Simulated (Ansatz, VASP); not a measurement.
# Cross-check of Cu (Cu wire along [110], 14 atoms a period) between VASP and Ansatz

Aim: how closely do two programs agree when they are given the same cell, functional and k mesh? The structure shown is the start of the Ansatz relaxation below; VASP solves that cell, so the two are compared at the walk's first step.

Main program and level: Ansatz 0.2.0; plane waves, with VASP 6.6.1 beside it; single point at PBE.

## (1) The starting structure

The cell holds 14 atoms: 14 Cu. Cell: a = 14.060 Å, b = 14.500 Å, c = 2.567 Å, α = 90.0°, β = 90.0°, γ = 90.0°. Vacuum lies along a and b. The structure's axis is c.

## (2) Ansatz: relaxation, PBE

Ansatz runs on its PAW soft_1 files.

The two programs are compared at the cell with which this relaxation starts, whose forces are those of its first step.

input.yaml

```yaml
crystal:
  lattice:
    - [14.06, 0.0, 0.0]
    - [0.0, 14.5, 0.0]
    - [0.0, 0.0, 2.5667976157]
  atoms:
    - { symbol: Cu, position: [0.370910384, 0.322993021, 0.0] }
    - { symbol: Cu, position: [0.370910384, 0.500013546, 0.0] }
    - { symbol: Cu, position: [0.629089616, 0.322993021, 0.0] }
    - { symbol: Cu, position: [0.629089616, 0.500013546, 0.0] }
    - { symbol: Cu, position: [0.241820768, 0.411503284, 0.5] }
    - { symbol: Cu, position: [0.241820768, 0.588523809, 0.5] }
    - { symbol: Cu, position: [0.5, 0.234482759, 0.5] }
    - { symbol: Cu, position: [0.5, 0.411503284, 0.5] }
    - { symbol: Cu, position: [0.5, 0.588523809, 0.5] }
    - { symbol: Cu, position: [0.5, 0.765544334, 0.5] }
    - { symbol: Cu, position: [0.758179232, 0.411503284, 0.5] }
    - { symbol: Cu, position: [0.758179232, 0.588523809, 0.5] }
    - { symbol: Cu, position: [0.370910384, 0.677034072, 0.0] }
    - { symbol: Cu, position: [0.629089616, 0.677034072, 0.0] }
kpoints:
  mp_grid: { grid: [1, 1, 32] }
scf:
  occupations: { method: fermi_dirac, width: 0.05 }
hamiltonian:
  xc: pbe
  pseudopotentials: { kind: paw, azcp: { folder: soft_1 } }
relax:
  cell: { fix: [a, b, alpha, beta, gamma] }
  max_steps: 45
  f_tol: 0.03
```

Launch:

```console
> ansatz run input.yaml --threads 4 --pin off --max-ram 16384MiB --backend cpu --events-out ev --progress --plain --runs-dir out
```

Numbers of over 12 decimals in the logs are rounded to 6 here.

The program printed:

```text
Engine: ansatz 0.2.0, aarch64-unknown-linux-gnu
Pseudopotentials: kind: paw
Pseudopotential: Cu, paw, valence charge 19, recommended cutoff 420 eV (normal), soft_1/Cu.paw.azcp
Functional definition: PBE
  parameter kappa = 0.804
  parameter beta = 0.066725
  exchange = pbe_x(kappa = kappa, mu = beta*pi^2/3)
  correlation = pbe_c(beta = beta)
Crystal: 14 atoms, lattice volume = 523.293 Å³
Basis set: ecut = 420 eV, 10255 PW (Γ), exchange–correlation on 192×200×36 points (8 copies of the dense FFT grid, shifted against one another)
Bands: 160, of which v1, the nominal top of the filled ones, is band 133 counted from 1 (132 counted from 0)
Symmetry: 8 space group operations
Space group: Pmmm (ITA 47), of the structure as read, at distance tolerance 8.1e-5 Å
k-points: 17 of 32
Non-local potential: Cu, projectors of the file, l = 0: 3, l = 1: 2, l = 2: 3, l = 3: 1
PAW form: soft (Blöchl's): semilocal exchange-correlation on the pseudo side does not see the compensation charge
PAW one-centre angular grid: Cu, 590 points (default); XC on 64 Gauss nodes
Initial density: superposition of atomic densities (neutral atoms: chi_scale 0, normalization atom)
Initial wavefunctions: pseudopotential atomic-orbital guess
Functional: x = pbe(κ = 0.804, μ = 0.219515), c = pbe(β = 0.066725)
SCF iter   1: F=—  HF=-92755.103979 eV  |F-HF|=—  |Δ(HF+E_count)|=         —  Δρ=1.30e-1  dr2=5.49e1  ethr=3.10e-3  ⟨swp⟩=6.8  Hψ=11057  notcnv=0  defer=95
preconditioner: auto → LDOS  [metal: Δε(μ)=0.010 eV  Ē_g=6.616 eV  σ=0.050 eV  W_gap=0.05  n_scr=96 (ndim 8)  ℏωp=20.1 eV  f_vac=0.599  D(μ)=7.09/eV (n_scr^D=36)  β→1.0]
SCF iter   2: F=—  HF=-92808.204016 eV  |F-HF|=—  |Δ(HF+E_count)|=    5.31e1  Δρ=2.55e-1  dr2=1.94e2  ethr=3.10e-3  ⟨swp⟩=4.0  Hψ=8178  notcnv=0  defer=280  recentre
SCF iter   3: F=—  HF=-92746.195196 eV  |F-HF|=—  |Δ(HF+E_count)|=    6.20e1  Δρ=3.92e-2  dr2=5.40e0  ethr=3.10e-3  ⟨swp⟩=4.0  Hψ=7100  notcnv=0  defer=308
SCF iter   4: F=—  HF=-92745.530779 eV  |F-HF|=—  |Δ(HF+E_count)|=   6.64e-1  Δρ=1.82e-2  dr2=1.06e0  ethr=2.03e-3  ⟨swp⟩=2.2  Hψ=4556  notcnv=0  defer=294
SCF iter   5: F=—  HF=-92745.342093 eV  |F-HF|=—  |Δ(HF+E_count)|=   1.89e-1  Δρ=4.07e-3  dr2=6.28e-2  ethr=3.97e-4  ⟨swp⟩=2.0  Hψ=4452  notcnv=0  defer=294
SCF iter   6: F=—  HF=-92745.366132 eV  |F-HF|=—  |Δ(HF+E_count)|=   2.40e-2  Δρ=1.95e-3  dr2=1.57e-2  ethr=2.36e-5  ⟨swp⟩=2.0  Hψ=3931  notcnv=0  defer=294
SCF iter   7: F=—  HF=-92745.372195 eV  |F-HF|=—  |Δ(HF+E_count)|=   6.06e-3  Δρ=1.02e-3  dr2=3.31e-3  ethr=5.88e-6  ⟨swp⟩=2.0  Hψ=3799  notcnv=0  defer=294
SCF iter   8: F=—  HF=-92745.373480 eV  |F-HF|=—  |Δ(HF+E_count)|=   1.28e-3  Δρ=3.13e-4  dr2=4.49e-4  ethr=1.24e-6  ⟨swp⟩=2.0  Hψ=3815  notcnv=0  defer=294
SCF iter   9: F=—  HF=-92745.373557 eV  |F-HF|=—  |Δ(HF+E_count)|=   7.70e-5  Δρ=1.90e-4  dr2=1.44e-4  ethr=1.69e-7  ⟨swp⟩=2.1  Hψ=3732  notcnv=0  defer=294
SCF iter  10: F=—  HF=-92745.373534 eV  |F-HF|=—  |Δ(HF+E_count)|=   2.35e-5  Δρ=7.22e-5  dr2=2.39e-5  ethr=5.42e-8  ⟨swp⟩=2.0  Hψ=3685  notcnv=0  defer=294
SCF iter  11: F=—  HF=-92745.373605 eV  |F-HF|=—  |Δ(HF+E_count)|=   7.14e-5  Δρ=2.88e-5  dr2=3.39e-6  ethr=9.00e-9  ⟨swp⟩=2.1  Hψ=3747  notcnv=0  defer=294
SCF iter  12: F=—  HF=-92745.373607 eV  |F-HF|=—  |Δ(HF+E_count)|=   2.47e-6  Δρ=1.83e-5  dr2=1.09e-6  ethr=1.28e-9  ⟨swp⟩=2.0  Hψ=3714  notcnv=0  defer=294
SCF iter  13: F=—  HF=-92745.373608 eV  |F-HF|=—  |Δ(HF+E_count)|=   5.24e-7  Δρ=6.72e-6  dr2=1.55e-7  ethr=4.11e-10  ⟨swp⟩=2.0  Hψ=3715  notcnv=0  defer=294
SCF iter  14: F=-92745.373608 eV  HF=-92745.373608 eV  |F-HF|=5.60e-8  |Δ(HF+E_count)|=   1.87e-7  Δρ=4.71e-6  dr2=7.54e-8  ethr=3.76e-11  ⟨swp⟩=4.0  Hψ=8604  notcnv=0
SCF 1 converged in 14 iterations: F = -92745.373608 eV  dr2 = 7.54e-8
  greatest PAW one-centre occupation: 1.000 electrons in one spin orbital (limit 2), on the Cu atom at site 11 (counted from 0), in its partial waves of l = 0
relax step   1: F+E_penalty+E_count = -92745.37360804 eV  Δ(F+E_penalty+E_count) = +0.000e0 eV  max|allowed force component| = 4.976e-1 eV/Å  Δτ_max = 0.0000 Å  P = -1.848 GPa  Ω = 523.293 Å³  fix = [a, b, alpha, beta, gamma]  reactions: a -1.683, b -1.527 GPa  (14 SCF iters, dr2 threshold 1.00e-7 eV, accepted)
[...]
relax step   4: F+E_penalty+E_count = -92745.60939284 eV  Δ(F+E_penalty+E_count) = -2.559e-3 eV  max|allowed force component| = 3.254e-2 eV/Å  Δτ_max = 0.0252 Å  P = -0.045 GPa  Ω = 510.577 Å³  energy of the carried Pulay correction = +3.386e-3 eV  fix = [a, b, alpha, beta, gamma]  reactions: a -0.039, b -0.031 GPa  (9 SCF iters, dr2 threshold 1.89e-7 eV, accepted)
[...]
relax step   5: F+E_penalty+E_count = -92745.61016855 eV  Δ(F+E_penalty+E_count) = -7.757e-4 eV  max|allowed force component| = 3.104e-3 eV/Å  Δτ_max = 0.0093 Å  P = +0.020 GPa  Ω = 510.334 Å³  energy of the carried Pulay correction = +3.452e-3 eV  fix = [a, b, alpha, beta, gamma]  reactions: a +0.017, b +0.027 GPa  (8 SCF iters, dr2 threshold 6.62e-8 eV, accepted)
[...]
relax step   6: F+E_penalty+E_count = -92745.60619151 eV  Δ(F+E_penalty+E_count) = +3.977e-3 eV  max|allowed force component| = 3.062e-3 eV/Å  Δτ_max = 0.0000 Å  P = +0.025 GPa  Ω = 510.334 Å³  fix = [a, b, alpha, beta, gamma]  reactions: a +0.020, b +0.029 GPa  stress off target by 2.65e-2 GPa on what of the cell is left free  SCF on the basis re-selected at this cell (its energy is not comparable with the rows above)  (10 SCF iters)
basis re-selected at this cell: Δ(F+E_penalty+E_count) = +3.977e-3 eV, ΔP = +0.005 GPa vs the last step (what re-selecting the basis moved, of the pressure what is left beyond the Pulay correction that the steps carried, after the strain that the cell walked since its last selection, with what the two solves' SCF thresholds leave and, on support functions, any second-order correction that the steps lacked; it is no m [...]
SCF converged after 10 iterations
Free energy (F): -92745.606192 eV
Harris-Foulkes:  -92745.606192 eV  (|F-HF|=1.60e-10)
Internal energy: -92745.561141 eV  (E = F + TS)
E sigma→0 (E₀):  -92745.583666 eV
Entropy (-TS):   -0.045051 eV (-3.218 meV/atom)
Fermi energy:    2.333586 eV
--- Per-component energies (eV) ---
  E_band       = -8807.009118
  E_kinetic    = 3662.344219
  E_local      = -278594.114049  (includes V_loc(G=0)·N_el)
  E_nonlocal   = 12507.382791
  E_hartree    = 132652.326635
  E_xc         = -952.209737
  E_vxc        = -1228.182590  (∫ρ·V_xc dr)
  E_paw        = -25452.087297  (= ΣΔE_a)
  E_vpaw       = -10459.105756  (= ΣTr[D̂ρ^β])
  E_aug_tail   = 0.013632  (compensation charges beyond the density's cutoff)
  E_ewald      = 63430.782664
  E_smearing   = -0.045051  (= −TS)
  E_closure    = -0.000000  (closes the sum)
  Σ components = -92745.606192   (vs F -92745.606192, Δ=0.00e0)
--- Forces (eV/Å), atoms counted from 1 ---
  atom   1  Cu    -0.00114211    -0.00036804    -0.00000000
  atom   2  Cu    -0.00306222     0.00000000     0.00000000
  atom   3  Cu     0.00114211    -0.00036804    -0.00000000
  atom   4  Cu     0.00306222    -0.00000000    -0.00000000
  atom   5  Cu     0.00192596     0.00033507     0.00000000
  atom   6  Cu     0.00192596    -0.00033507    -0.00000000
  atom   7  Cu     0.00000000     0.00261103     0.00000000
  atom   8  Cu     0.00000000     0.00036575     0.00000000
  atom   9  Cu     0.00000000    -0.00036575    -0.00000000
  atom  10  Cu     0.00000000    -0.00261103    -0.00000000
  atom  11  Cu    -0.00192596     0.00033507     0.00000000
  atom  12  Cu    -0.00192596    -0.00033507    -0.00000000
  atom  13  Cu    -0.00114211     0.00036804     0.00000000
  atom  14  Cu     0.00114211     0.00036804     0.00000000
  max |Σ_I F_I| component: 0.00e0 eV/Å
--- Stress (GPa, compression-positive) ---
        0.019672      -0.000000      -0.000000
       -0.000000       0.029408      -0.000000
       -0.000000      -0.000000       0.026497
  P = ⅓ Tr σ = 0.0252 GPa (0.252 kbar)
--- Relaxed structure (5 steps of the walk, 5 accepted, 1 SCFs on fresh bases) ---
  F+E_penalty+E_count = -92745.60619151 eV   max|allowed force component| = 3.062e-3 eV/Å   (the final SCF, on the basis selected at the relaxed cell)
  cell:  # Å, volume = 510.3340 Å³
    - [14.06, 0, 0]
    - [0, 14.5, 0]
    - [0, 0, 2.503233]
  atoms:
    - { symbol: Cu, position: [0.369413, 0.322991, 0] }
    - { symbol: Cu, position: [0.369969, 0.500014, 0] }
    - { symbol: Cu, position: [0.630587, 0.322991, 0] }
    - { symbol: Cu, position: [0.630031, 0.500014, 0.0] }
    - { symbol: Cu, position: [0.246272, 0.412694, 0.500000] }
    - { symbol: Cu, position: [0.246272, 0.587333, 0.500000] }
    - { symbol: Cu, position: [0.5, 0.243111, 0.500000] }
    - { symbol: Cu, position: [0.5, 0.413304, 0.500000] }
    - { symbol: Cu, position: [0.5, 0.586723, 0.500000] }
    - { symbol: Cu, position: [0.5, 0.756916, 0.500000] }
    - { symbol: Cu, position: [0.753728, 0.412694, 0.500000] }
    - { symbol: Cu, position: [0.753728, 0.587333, 0.500000] }
    - { symbol: Cu, position: [0.369413, 0.677036, 0] }
    - { symbol: Cu, position: [0.630587, 0.677036, 0] }
```

Reading the cycles: dr2 is the Hartree energy of the density residual (eV), the measure of convergence; HF is the Harris–Foulkes estimate of the energy, which meets the free energy F at convergence.

(Continued in part 2 of 2.)

[Lines on the potential files, build, host, timing and source positions are cut from VASP's logs without a mark.]

[Logs are printed without paths, hosts, clocks, repeated set-up lines and the standing remarks that a program may print on its own settings, such as how far it seeks lower states.]

[Hosts, paths, dates, database ids (printed as entryN), source tags and the programs' standing remarks are cut or masked in the printed files.]
